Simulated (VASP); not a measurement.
A run of VASP 6.6.1 is set up as follows.

POSCAR

```
Cu
1.0
    2.5314964893      0.0000000000      0.0000000000
   -1.2657482447      2.1923402693      0.0000000000
    0.0000000000      0.0000000000      4.1278398253
Cu
2
Direct
    0.3333333333      0.6666666667      0.7500000000
    0.6666666667      0.3333333333      0.2500000000
```

File INCAR.step1:

```
SYSTEM = Cu
PREC     = Accurate       ! precision mode
ENCUT    = 520            ! plane-wave cutoff, eV
ISMEAR   = 0              ! smearing method
SIGMA    = 0.05           ! smearing width, eV
LREAL    = .FALSE.        ! projectors in reciprocal space
LASPH    = .TRUE.         ! aspherical terms in the spheres
NELM     = 100            ! most SCF steps
NBANDS   = 18             ! bands
GGA      = PE             ! functional
ALGO     = Normal         ! electronic algorithm
EDIFF    = 1E-4           ! SCF threshold, eV
LWAVE    = .TRUE.         ! write WAVECAR
LCHARG   = .FALSE.        ! write CHGCAR
```

INCAR.step2

```
SYSTEM = Cu
PREC     = Accurate       ! precision mode
ENCUT    = 520            ! plane-wave cutoff, eV
EDIFF    = 1E-6           ! SCF threshold, eV
ISMEAR   = 0              ! smearing method
SIGMA    = 0.05           ! smearing width, eV
LREAL    = .FALSE.        ! projectors in reciprocal space
LASPH    = .TRUE.         ! aspherical terms in the spheres
NELM     = 100            ! most SCF steps
ALGO     = Normal         ! electronic algorithm
ISIF     = 2              ! what is computed and relaxed
LWAVE    = .FALSE.        ! write WAVECAR
LCHARG   = .FALSE.        ! write CHGCAR
METAGGA  = R2SCAN         ! meta-GGA
LMIXTAU  = .TRUE.       
NBANDS   = 18             ! bands
ISTART   = 1
```

File KPOINTS:

```
regular mesh
0
G
  18 18 10
  0 0 0
```

Potentials or basis: VASP PAW PBE potentials, release 64 (Cu).

Command:

```sh
$ cat potpaw_PBE.64/Cu/POTCAR > POTCAR
$ cp INCAR.step1 INCAR
$ mpirun -np 1 vasp_std > vasp.out
$ cp INCAR.step2 INCAR
$ mpirun -np 1 vasp_std > vasp.out
```

Q: Predict the pressure.

A: 0.8 GPa.

Q: Predict the band gap on the k mesh.

A: None (metal or under the smearing width).

Caveat: the PAW data sets were made with another functional, which shifts forces and pressure a little.
